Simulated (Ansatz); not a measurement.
# PbSe: a single-point run

The task is a single-point run on PbSe. The structure is shown as the input types it. The cell is built on a prototype (zincblende) and needn't be the phase found in nature.

Program: Ansatz 0.2.0. Level of theory: density functional or hybrid calculation with the settings of its input, plane waves (as first typed). These are calculated values, not measurements.

3 further runs of the same task are left out: 3 that didn't finish.

## (1) The structure to begin with

The structure is cubic, space group F-43m (No. 216). The conventional cell has a = 6.846 Å, b = 6.846 Å, c = 6.846 Å, α = 90.00°, β = 90.00°, γ = 90.00°. Pb (site symmetry -43m) is surrounded by 4 Se at 2.96 Å. Se (site symmetry -43m) has 4 Pb at 2.96 Å as nearest neighbours.

As a file:

```cif
data_structure
_symmetry_space_group_name_H-M 'F-43m'
_symmetry_Int_Tables_number 216
_cell_length_a 6.8464
_cell_length_b 6.8464
_cell_length_c 6.8464
_cell_angle_alpha 90.000
_cell_angle_beta 90.000
_cell_angle_gamma 90.000
_cell_volume 320.91
loop_
_atom_site_label
_atom_site_type_symbol
_atom_site_symmetry_multiplicity
_atom_site_Wyckoff_symbol
_atom_site_fract_x
_atom_site_fract_y
_atom_site_fract_z
_atom_site_occupancy
Pb1 Pb 4 a 0.00000 0.00000 0.00000 1
Se1 Se 4 d 0.25000 0.25000 0.75000 1
```

## (2) Running it

input.yaml reads:

```yaml
crystal:
  lattice:
    - [0.0, 3.423204131, 3.423204131]
    - [3.423204131, 0.0, 3.423204131]
    - [3.423204131, 3.423204131, 0.0]
  atoms:
    - { symbol: Pb, position: [0.0, 0.0, 0.0] }
    - { symbol: Se, position: [0.25, 0.25, 0.25] }
kpoints:
  mp_grid: { grid: [4, 4, 4] }
hamiltonian:
  xc: pbe
scf:
  occupations: { method: fixed }
  n_extra_bands: 4
  max_iter: 75
output:
  forces: true
  stress: true
  eigenvalues: true
basis:
  ecutwfc: 80
```

Started as:

```
> ansatz run input.yaml --threads 4 --pin off --max-ram 3686MiB --backend cpu --events-out ev --progress --plain --runs-dir out
```

Q: Will this input give a usable result? If not, why, and what should change?

This run ends as converged, with warnings (cutoff below recommended). It gives a pressure of 149 GPa, which is large; a structure far from rest gives such values too, whatever the setting.

In the input, basis.ecutwfc is 80. With so few plane waves the basis is incomplete by a wide margin. The potentials' recommended cutoff is 420 eV.

The test: delete basis.ecutwfc (the default then holds).
